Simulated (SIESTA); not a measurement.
KTaO3 under changes of volume

One of the cells (12.688 Å³/atom); the others are scaled copies at fixed shape and fractional positions:

```
Ta K O
1.0
     3.98830    0.00000    0.00000
     0.00000    3.98830    0.00000
     0.00000    0.00000    3.98830
Ta K O
1 1 3
Direct
  0.00000 0.00000 0.00000
  0.50000 0.50000 0.50000
  0.00000 0.00000 0.50000
  0.00000 0.50000 0.00000
  0.50000 0.00000 0.00000
```

| Item | Value |
| --- | --- |
| Program | SIESTA 5.4.2 |
| Functional | LDA |
| Potentials or basis | PseudoDojo 0.4 standard (LDA files) |
| Basis | DZP (energy shift 0.003 Ry; two zetas on semicore shells; d shell added on K) |
| Grid cutoff | 800 Ry |
| Energy shift | 0.003 Ry |
| k mesh | 5 × 5 × 5 |
| Occupations | fermi-dirac, width 0.05 eV |
| Spin | no spin polarisation |

| volume (Å³/atom) | energy over the lowest point (meV/atom) | pressure (GPa) | gap on the mesh (eV) |
| --- | --- | --- | --- |
| 11.927 | ? | ? | ? |
| 12.180 | 4.22 | 5.0 | 2.02 |
| 12.434 | 0.00 | 0.4 | 1.98 |
| 12.688 | 2.81 | -3.8 | 1.94 |
| 12.942 | 11.77 | -7.5 | 1.90 |
| 13.196 | 26.36 | -10.8 | 1.86 |
| 13.449 | 45.89 | -13.8 | 1.83 |

**Question.** What does the run at 11.927 Å³/atom give?

**Answer.** Energy over the lowest point 16.11 meV/atom; pressure 10.1 GPa; gap on the mesh 2.06 eV.

Worked out: A Birch-Murnaghan fit of order 3 (a polynomial in V^(-2/3)) to the other rows has its minimum at 12.46 Å³/atom with B0 = V·E''(V) = 213 GPa and B' = 4.3. It gives 16.10 meV/atom at 11.927 Å³/atom, against the run's 16.11, and -dE/dV = 10.1 GPa, against 10.1. A straight line through the other rows of the gap, of slope -1.95 eV per unit of ln V, extrapolates to 2.06 eV, against the run's 2.06.

Energies are extrapolated to zero smearing.

Caveats: short orbitals over semicore shells can move pressures by several GPa; spin-orbit coupling is left out, which moves the levels of the heavy elements; an odd mesh through Γ misses points on the zone boundary, where band edges often lie; the basis of atomic orbitals isn't converged, which shifts pressures, moduli and gaps.
